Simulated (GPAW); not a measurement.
Records of electronic-structure calculations.

### PbS (honeycomb monolayer): one start, several treatments of the self-energy

The cell holds 2 atoms: 1 Pb and 1 S. Cell: a = 3.956 Å, b = 3.956 Å, c = 11.400 Å, α = 90.0°, β = 90.0°, γ = 120.0°. Vacuum lies along c.

* method: DFT, PBE, plane waves, PAW (and 3 further levels or steps)
* program: GPAW 26.7.0
* settings: cutoff 450 eV, GPAW PAW setups 1.2.1 data release, 6×6×1 k-mesh, nbands 261
* cost: 4 runs, 4.4 min in all on 4 MPI ranks of Arm Neoverse V1, shared host
* notes: The structure was relaxed with PBE. Limits: no spin-orbit coupling.
* one-shot HSE06: 2.858 eV
* G0W0, extrapolated in the cutoff: 3.659 eV
* one-shot PBE0: 3.550 eV
* known limits: short of the basis limit; no spin-orbit coupling

G0W0, extrapolated in the cutoff: +0.800 eV against one-shot HSE06. One-shot PBE0: +0.692 eV against one-shot HSE06.

[Paths, hosts, dates, memory and timing lines, banners, echoed tables and standing remarks are left out of the program output; an Ansatz launch command may be rebuilt from the run's recorded settings. Measured values are a selection of at most five: reports struck by readers or far from the other reports are left out. None is set beside runs whose start may be inverted or whose files or cutoffs have a known fault.]

[Runs of the session that timed out or met a known fault of the program may be left out.]

[Hosts, paths, dates, database ids (printed as entryN), source tags and the programs' standing remarks are cut or masked in the printed files.]

[Where the starting crystal was built by hand or by swapping elements, it need not be the compound's stable phase.]
